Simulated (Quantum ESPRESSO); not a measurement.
**TaN: zone-centre phonons under several settings**

```
Ta N
1.0
     2.93800    0.00000    0.00000
    -1.46900    2.54438    0.00000
     0.00000    0.00000    2.88300
Ta N
1 1
Direct
  0.00000 0.00000 0.50000
  0.66667 0.33333 0.00000
```

All runs used Quantum ESPRESSO 7.5; k mesh 7 × 7 × 6; given cell, atoms relaxed; no spin polarisation; occupations cold, width 0.2 eV.

```tsv
level	potentials	cutoff (eV)	pressure (GPa)	lowest optical mode without the field (cm⁻¹)	highest optical mode without the field (cm⁻¹)
PBE	GBRV 1.5 PBE	762	4.8	526	546
PBE	JTH 2.0 PBE	707	4.2	524	542
PBE	SPMS 1.0 PBE	1197	4.6	522	543
PBE	SSSP 1.3 efficiency PBE	816	4.4	524	545
PBE	PseudoDojo 0.4.1 SR PBE standard	1143	4.5	522	542
PBE	SG15 PBE 1.2	1197	4.6	527	548
PBE	Ansatz NC SR PBE	1238	?	?	?
```

What stands in the row left open?

Pressure 5.0 GPa; lowest optical mode without the field 524 cm⁻¹; highest optical mode without the field 543 cm⁻¹.

Caveats: all runs use coarse meshes; the mesh is thin for the phonons of a metal; the cell is more than 3 GPa from zero pressure, which shifts response properties; before the sum rule the acoustic modes lie tens of cm⁻¹ from zero, a sign that the density grid also shifts the optical modes (some runs).

For the row left open. Caveat: the k mesh is coarse (spacing up to 0.36 Å⁻¹), so the values aren't converged; the mesh is thin for the phonons of a metal; the cell is more than 3 GPa from zero pressure, which shifts response properties.

The runs don't all hold the same shells in valence.
